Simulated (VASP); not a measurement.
# LiF (Fm-3m) in VASP: band structure with PBEsol

Aim: the band structure of LiF with PBEsol.

Program: VASP 6.6.1. These are calculated values, not measurements. Logs are shortened: lines on timing, memory, paths and dates and some standing lists are left out, and cuts for length are marked.

### Step 1. The structure

The structure is cubic, space group Fm-3m (No. 225). Conventional cell: a = 3.998 Å, b = 3.998 Å, c = 3.998 Å, α = 90.00°, β = 90.00°, γ = 90.00°. Around Li (site symmetry m-3m) lie 6 F at 2.00 Å. F (site symmetry m-3m) has 6 Li at 2.00 Å as nearest neighbours.

The cell was built by a generator and needn't be a form met in nature.

### Step 2. Band structure, PBEsol

Contents of POSCAR:

```
LiF                                     
1.0
    0.0000000000      1.9988785027      1.9988785027
    1.9988785027      0.0000000000      1.9988785027
    1.9988785027      1.9988785027      0.0000000000
  Li              F             
     1     1
Direct
     0.0000000000000000    0.0000000000000000    0.0000000000000000
     0.5000000000000000    0.5000000000000000    0.5000000000000000
```

Contents of INCAR.step1:

```
PREC = Accurate
ENCUT = 520
EDIFF = 1E-6
ISMEAR = 0
SIGMA = 0.02
LREAL = False
LASPH = True
NELM = 80
ALGO = Fast
ISIF = 2
LWAVE = False
LCHARG = True
GGA = PS
NBANDS = 12
```

Contents of KPOINTS.step1:

```
regular mesh
0
Gamma
  12 12 12
```

Contents of INCAR.step2:

```
PREC = Accurate
ENCUT = 520
EDIFF = 1E-6
ISMEAR = 0
SIGMA = 0.05
LREAL = False
LASPH = True
NELM = 80
ALGO = Fast
ISIF = 2
LWAVE = False
LCHARG = False
GGA = PS
NBANDS = 12
ICHARG = 11
```

Contents of KPOINTS.step2:

```
path GXWKGLUWLK,UX
20
line-mode
reciprocal
 0.0000000000  0.0000000000  0.0000000000  G
 0.5000000000  0.0000000000  0.5000000000  X

 0.5000000000  0.0000000000  0.5000000000  X
 0.5000000000  0.2500000000  0.7500000000  W

 0.5000000000  0.2500000000  0.7500000000  W
 0.3750000000  0.3750000000  0.7500000000  K

 0.3750000000  0.3750000000  0.7500000000  K
 0.0000000000  0.0000000000  0.0000000000  G

 0.0000000000  0.0000000000  0.0000000000  G
 0.5000000000  0.5000000000  0.5000000000  L

 0.5000000000  0.5000000000  0.5000000000  L
 0.6250000000  0.2500000000  0.6250000000  U

 0.6250000000  0.2500000000  0.6250000000  U
 0.5000000000  0.2500000000  0.7500000000  W

 0.5000000000  0.2500000000  0.7500000000  W
 0.5000000000  0.5000000000  0.5000000000  L

 0.5000000000  0.5000000000  0.5000000000  L
 0.3750000000  0.3750000000  0.7500000000  K

 0.6250000000  0.2500000000  0.6250000000  U
 0.5000000000  0.0000000000  0.5000000000  X
```

Potentials or basis: VASP PAW PBE potentials, release 64 (Li_sv, F).

Run with:

```console
$ cat potpaw_PBE.64/Li_sv/POTCAR potpaw_PBE.64/F/POTCAR > POTCAR
$ cp INCAR.step1 INCAR
$ cp KPOINTS.step1 KPOINTS
$ mpirun -np 1 vasp_std > vasp.out
$ cp INCAR.step2 INCAR
$ cp KPOINTS.step2 KPOINTS
$ mpirun -np 1 vasp_std > vasp.out
```

OUTCAR:

```text
PREC = Accurate
   ENCUT = 520
   EDIFF = 1E-6
   ISMEAR = 0
   LREAL = False
   LASPH = True
   NELM = 80
   ISIF = 2
   GGA = PS
   ICHARG = 11

 ion  position               nearest neighbor table
   1  0.000  0.000  0.000-   2 2.00   2 2.00   2 2.00   2 2.00   2 2.00   2 2.00
   2  0.500  0.500  0.500-   1 2.00   1 2.00   1 2.00   1 2.00   1 2.00   1 2.00

  LATTYP: Found a face centered cubic cell.
 ALAT       =     3.9977570054

  Lattice vectors:

 A1 = (   0.0000000000,   1.9988785027,   1.9988785027)
 A2 = (   1.9988785027,   0.0000000000,   1.9988785027)
 A3 = (   1.9988785027,   1.9988785027,   0.0000000000)

Analysis of symmetry for initial positions (statically):
=====================================================================
 Subroutine PRICEL returns:
 Original cell was already a primitive cell.

 Routine SETGRP: Setting up the symmetry group for a
 face centered cubic supercell.

 Subroutine GETGRP returns: Found 48 space group operations
 (whereof 48 operations were pure point group operations)
 out of a pool of 48 trial point group operations.

The static configuration has the point symmetry O_h .

Analysis of symmetry for dynamics (positions and initial velocities):
=====================================================================
 Subroutine PRICEL returns:
 Original cell was already a primitive cell.

 Routine SETGRP: Setting up the symmetry group for a
 face centered cubic supercell.

 Subroutine GETGRP returns: Found 48 space group operations
 (whereof 48 operations were pure point group operations)
 out of a pool of 48 trial point group operations.

The dynamic configuration has the point symmetry O_h .

 Subroutine INISYM returns: Found 48 space group operations
 (whereof 48 operations are pure point group operations),
 and found     1 'primitive' translations

----------------------------------------------------------------------------------------

                                     Primitive cell

  volume of cell :      15.9731

  direct lattice vectors                    reciprocal lattice vectors
     0.000000000  1.998878503  1.998878503    -0.250140266  0.250140266  0.250140266
     1.998878503  0.000000000  1.998878503     0.250140266 -0.250140266  0.250140266
     1.998878503  1.998878503  0.000000000     0.250140266  0.250140266 -0.250140266

  length of vectors
     2.826841088  2.826841088  2.826841088     0.433255649  0.433255649  0.433255649

  position of ions in fractional coordinates (direct lattice)
     0.000000000  0.000000000  0.000000000
     0.500000000  0.500000000  0.500000000

  ion indices of the primitive-cell ions
   primitive index   ion index
                 1           1
                 2           2

----------------------------------------------------------------------------------------

 KPOINTS: path GXWKGLUWLK,UX

Interpolating k-points between supplied coordinates.

 Line segments in fractional coordinates (reciprocal lattice):
    0.000000  0.000000  0.000000  ...  0.500000  0.000000  0.500000
    0.500000  0.000000  0.500000  ...  0.500000  0.250000  0.750000
    0.500000  0.250000  0.750000  ...  0.375000  0.375000  0.750000
    0.375000  0.375000  0.750000  ...  0.000000  0.000000  0.000000
    0.000000  0.000000  0.000000  ...  0.500000  0.500000  0.500000
    0.500000  0.500000  0.500000  ...  0.625000  0.250000  0.625000
    0.625000  0.250000  0.625000  ...  0.500000  0.250000  0.750000
    0.500000  0.250000  0.750000  ...  0.500000  0.500000  0.500000
    0.500000  0.500000  0.500000  ...  0.375000  0.375000  0.750000
    0.625000  0.250000  0.625000  ...  0.500000  0.000000  0.500000

 Generated    20 points on each line segment, for a total of    200 k-points:

 Following reciprocal coordinates:
            Coordinates               Weight
  0.000000  0.000000  0.000000      0.005000
  0.026316  0.000000  0.026316      0.005000
  0.052632  0.000000  0.052632      0.005000
  0.078947  0.000000  0.078947      0.005000
  0.105263  0.000000  0.105263      0.005000
  0.131579  0.000000  0.131579      0.005000
[... 16 lines left out ...]
  0.500000  0.026316  0.526316      0.005000
  0.500000  0.039474  0.539474      0.005000
 [... further k-points ...]
   k-points           NKPTS =    200   k-points in BZ     NKDIM =    200   number of bands    NBANDS=     12
   number of dos      NEDOS =    301   number of ions     NIONS =      2
   total plane-waves  NPLWV =  13824
   dimension x,y,z NGX =    24 NGY =   24 NGZ =   24
   dimension x,y,z NGXF=    48 NGYF=   48 NGZF=   48
   ions per type =               1   1
   NGX,Y,Z   is equivalent  to a cutoff of  14.11, 14.11, 14.11 a.u.
   NGXF,Y,Z  is equivalent  to a cutoff of  28.23, 28.23, 28.23 a.u.
 SYSTEM =  unknown system
   PREC   = accura    normal or accurate (medium, high low for compatibility)
   ISTART =      0    job   : 0-new  1-cont  2-samecut
   ICHARG =     11    charge: 1-file 2-atom 10-const
   ISPIN  =      1    spin polarized calculation?
   LNONCOLLINEAR =      F non collinear calculations
   LSORBIT =      F    spin-orbit coupling
   LASPH  =      T    aspherical Exc in radial PAW
   ENCUT  =  520.0 eV  38.22 Ry    6.18 a.u.   5.26  5.26  5.26*2*pi/ulx,y,z
   NELM   =     80;   NELMIN=  2; NELMDL=  0     # of ELM steps
   EDIFF  = 0.1E-05   stopping-criterion for ELM
   LREAL  =      F    real-space projection
   EDIFFG = 0.1E-04   stopping-criterion for IOM
   NSW    =      0    number of steps for IOM
   IBRION =     -1    ionic relax: 0-MD 1-quasi-New 2-CG
   NFREE  =      0    steps in history (QN), initial steepest desc. (CG)
   ISIF   =      2    stress and relaxation
   ISYM   =      2    0-nonsym 1-usesym 2-fastsym
   POTIM  = 0.5000    time-step for ionic-motion
   TEBEG  =    0.0;   TEEND  =   0.0 temperature during run
   PSTRESS=    0.0 pullay stress
   NELECT =      10.0000    total number of electrons
   NUPDOWN=      -1.0000    fix difference up-down
   EMIN   =  10.00;   EMAX   =-10.00  energy-range for DOS
   EFERMI =   0.00;   METHOD = LEGACY
   ISMEAR =     0;   SIGMA  =   0.05  broadening in eV -4-tet -1-fermi 0-gaus
   EFERMI_NEDOS =   21; number of points for ismear=-14 and -15
   IALGO  =     68    algorithm
   IMIX   =      4    mixing-type and parameters
     AMIX     =   0.40;   BMIX     =  1.00
     AMIX_MAG =   1.60;   BMIX_MAG =  1.00
  volume/ion in A,a.u.               =       7.99        53.90
  Fermi-wavevector in a.u.,A,eV,Ry     =   1.400485  2.646533 26.685896  1.961358
  Thomas-Fermi vector in A             =   2.523441
   LORBIT       =      0    0 simple, 1 ext, 2 COOP (PROOUT), +10 PAW based schemes
   GGA     = PS    functional components
   LHFCALC =     F    Hartree Fock is set to
   AEXX    =    0.0000 exact exchange contribution
   IVDW    =     0    specifies the selected vdW correction
   LEPSILON=     F    determine dielectric tensor
   LRPA    =     F    only Hartree local field effects (RPA)
 non-spin polarized calculation
 RMM-DIIS sequential band-by-band and
 Gauss-broadening in eV      SIGMA  =   0.05
  energy-cutoff  :      520.00
  volume of cell :       15.97
 maximum number of plane-waves:       444
 NGX is ok and might be reduce to    24

 number of electron       9.9999996 magnetization

 Free energy of the ion-electron system (eV)
  ---------------------------------------------------
  ext. energy  EPLUGINS =         0.00000000
  ---------------------------------------------------
  free energy    TOTEN  =       -10.28533931 eV

  energy without entropy =      -10.28533931  energy(sigma->0) =      -10.28533931

 E-fermi :  -0.7373     XC(G=0): -10.3162

 val. band max:       -0.9687530665   @ k =   0.0592   0.0592   0.1184
 cond. band min:       8.1531960212   @ k =   0.0000   0.0000   0.0000
 fundamental gap:      9.1219490877
 Fermi energy:        -0.7373077433

 k-point     1 :       0.0000    0.0000    0.0000
  band No.  band energies     occupation
      1     -41.1334      2.00000
      2     -20.8961      2.00000
      3      -0.9698      2.00000
      4      -0.9698      2.00000
      5      -0.9698      2.00000
      6       8.1532      0.00000
      7      23.1479      0.00000
      8      23.1479      0.00000
      9      23.1479      0.00000
     10      23.3600      0.00000
     11      23.3600      0.00000
     12      23.3600      0.00000

 k-point     2 :       0.0263    0.0000    0.0263
  band No.  band energies     occupation
      1     -41.1327      2.00000
      2     -20.8923      2.00000
      3      -0.9890      2.00000
      4      -0.9773      2.00000
      5      -0.9773      2.00000
      6       8.1825      0.00000
      7      22.6269      0.00000
      8      22.6269      0.00000
      9      23.0232      0.00000
     10      23.0800      0.00000
     11      23.9451      0.00000
     12      23.9451      0.00000

 k-point     3 :       0.0526    0.0000    0.0526
  band No.  band energies     occupation
      1     -41.1310      2.00000
      2     -20.8814      2.00000
      3      -1.0463      2.00000
      4      -0.9994      2.00000
      5      -0.9994      2.00000
      6       8.2668      0.00000
      7      22.0756      0.00000
      8      22.0756      0.00000
      9      22.4592      0.00000
     10      22.6814      0.00000
     11      24.6872      0.00000
     12      24.6872      0.00000
[... 286 lines left out ...]
 k-point    23 :       0.5000    0.0263    0.5263
  band No.  band energies     occupation
      1     -41.0455      2.00000
      2     -20.1500      2.00000
      3      -4.1200      2.00000
      4      -2.0340      2.00000
      5      -2.0112      2.00000
      6      13.8706      0.00000
      7      15.2768      0.00000
      8      16.6326      0.00000
      9      19.3464      0.00000
     10      19.4937      0.00000
     11      32.8137      0.00000
     12      37.5883      0.00000

 k-point    24 :       0.5000    0.0395    0.5395
  band No.  band energies     occupation
      1     -41.0455      2.00000
      2     -20.1510      2.00000
      3      -4.1046      2.00000
      4      -2.0551      2.00000
      5      -2.0041      2.00000
      6      13.8711      0.00000
      7      15.2205      0.00000
      8      16.6304      0.00000
      9      19.3124      0.00000
     10      19.6386      0.00000
     11      32.8465      0.00000
     12      37.5710      0.00000

 [... further k-points ...]

------------------------ aborting loop because EDIFF is reached ----------------------------------------

  FORCE on cell =-STRESS in cart. coord.  units (eV):
  Direction    XX          YY          ZZ          XY          YZ          ZX
  --------------------------------------------------------------------------------------
  -------------------------------------------------------------------------------------
  Total       -1.8575816     -1.8575816     -1.8575816      0.0000000      0.0000000     -0.0000000
  in kB     -186.3242121   -186.3242121   -186.3242121      0.0000000      0.0000000     -0.0000000
  external PRESSURE =    -186.3242121 kB  Pullay stress =       0.0000000 kB

 VOLUME and BASIS-vectors are now :
 -----------------------------------------------------------------------------
  energy-cutoff  :      520.00
  volume of cell :       15.97
      direct lattice vectors                 reciprocal lattice vectors
     0.000000000  1.998878503  1.998878503    -0.250140266  0.250140266  0.250140266
     1.998878503  0.000000000  1.998878503     0.250140266 -0.250140266  0.250140266
     1.998878503  1.998878503  0.000000000     0.250140266  0.250140266 -0.250140266

 POSITION                                       TOTAL-FORCE (eV/Angst)
 -----------------------------------------------------------------------------------
      0.00000      0.00000      0.00000        -0.000000     -0.000000     -0.000000
      1.99888      1.99888      1.99888         0.000000      0.000000      0.000000
 -----------------------------------------------------------------------------------
    total drift:                               -0.000000     -0.000000      0.000000

  FREE ENERGIE OF THE ION-ELECTRON SYSTEM (eV)
  ---------------------------------------------------
  free  energy   TOTEN  =       -10.2853393080 eV

  energy  without entropy=      -10.2853393080  energy(sigma->0) =      -10.28533931
```

It took 44 s on 1 thread of AMD EPYC 7R43 (Zen 3), shared host; peak memory 0.12 GiB.

What came out:

```yaml
Band_gap_on_the_k_mesh: 9.12 eV, direct
Band_gap_along_the_path: 9.12 eV, direct
```

Levels at the corners of the path, in eV from the valence-band top:
```csv
point,band 1,band 2,band 3,band 4,band 5,band 6,band 7,band 8,band 9,band 10
Γ,-40.16,-19.93,0.00,0.00,0.00,9.12,24.12,24.12,24.12,24.33
X,-40.08,-19.18,-3.16,-1.05,-1.05,14.84,16.29,17.60,20.34,20.34
X,-40.08,-19.18,-3.16,-1.05,-1.05,14.84,16.29,17.60,20.34,20.34
W,-40.08,-19.21,-2.19,-2.19,-0.83,15.03,15.03,17.50,19.43,27.53
W,-40.08,-19.21,-2.19,-2.19,-0.83,15.03,15.03,17.50,19.43,27.53
K,-40.08,-19.23,-2.63,-1.64,-0.77,14.43,14.91,18.57,19.74,23.57
K,-40.08,-19.23,-2.63,-1.64,-0.77,14.43,14.91,18.57,19.74,23.57
Γ,-40.16,-19.93,0.00,0.00,0.00,9.12,24.12,24.12,24.12,24.33
Γ,-40.16,-19.93,0.00,0.00,0.00,9.12,24.12,24.12,24.12,24.33
L,-40.09,-19.47,-2.63,-0.24,-0.24,10.69,16.82,18.92,18.92,30.60
L,-40.09,-19.47,-2.63,-0.24,-0.24,10.69,16.82,18.92,18.92,30.60
U,-40.08,-19.23,-2.63,-1.64,-0.77,14.43,14.91,18.57,19.74,23.57
U,-40.08,-19.23,-2.63,-1.64,-0.77,14.43,14.91,18.57,19.74,23.57
W,-40.08,-19.21,-2.19,-2.19,-0.83,15.03,15.03,17.50,19.43,27.53
W,-40.08,-19.21,-2.19,-2.19,-0.83,15.03,15.03,17.50,19.43,27.53
L,-40.09,-19.47,-2.63,-0.24,-0.24,10.69,16.82,18.92,18.92,30.60
L,-40.09,-19.47,-2.63,-0.24,-0.24,10.69,16.82,18.92,18.92,30.60
K,-40.08,-19.23,-2.63,-1.64,-0.77,14.43,14.91,18.57,19.74,23.57
U,-40.08,-19.23,-2.63,-1.64,-0.77,14.43,14.91,18.57,19.74,23.57
X,-40.08,-19.18,-3.16,-1.05,-1.05,14.84,16.29,17.60,20.34,20.34
```

Caveat: the cutoff is under 1.25 times the usual one of these potentials, so pressure, stress and relaxed cells hold a basis-set (Pulay) error; the log is that of the step along the path at fixed density, whose energy, stress, charges and moments have no meaning; the PAW data sets were made with another functional, which shifts forces and pressure a little.
